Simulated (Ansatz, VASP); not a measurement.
## One calculation of LiF, two programs

```
CELL_PARAMETERS angstrom
2.96558 0.00000 0.00000
-1.48279 2.56827 0.00000
0.00000 0.00000 7.35233
ATOMIC_POSITIONS crystal
Li 0.00000 0.50000 0.16667
Li 0.50000 0.50000 0.83333
Li 0.50000 0.00000 0.50000
F 0.50000 0.50000 0.33333
F 0.50000 0.00000 0.00000
F 0.00000 0.50000 0.66667
```

Alike in both runs: functional PBE; k mesh 12 × 12 × 4; occupations gaussian, width 0.02 eV; no spin polarisation.

Ansatz relaxed the structure, and its values are those at the end. VASP's run is a single point on that final structure, the one shown.

```csv
,VASP,Ansatz
version,VASP 6.6.1,Ansatz 0.2.0
potentials or method,"VASP PAW PBE potentials, release 64 (Li_sv, F)","scalar-relativistic, plane waves, PAW"
plane-wave cutoff (eV),520,420
valence electrons in the cell,30,30
```

```tsv
	VASP	Ansatz	Ansatz less VASP
gap on the k mesh at the Fermi level (eV)	7.80	7.81	+0.009
least direct gap on the mesh (eV)	7.80	7.81	+0.009
```

 A k mesh can miss the band edges.
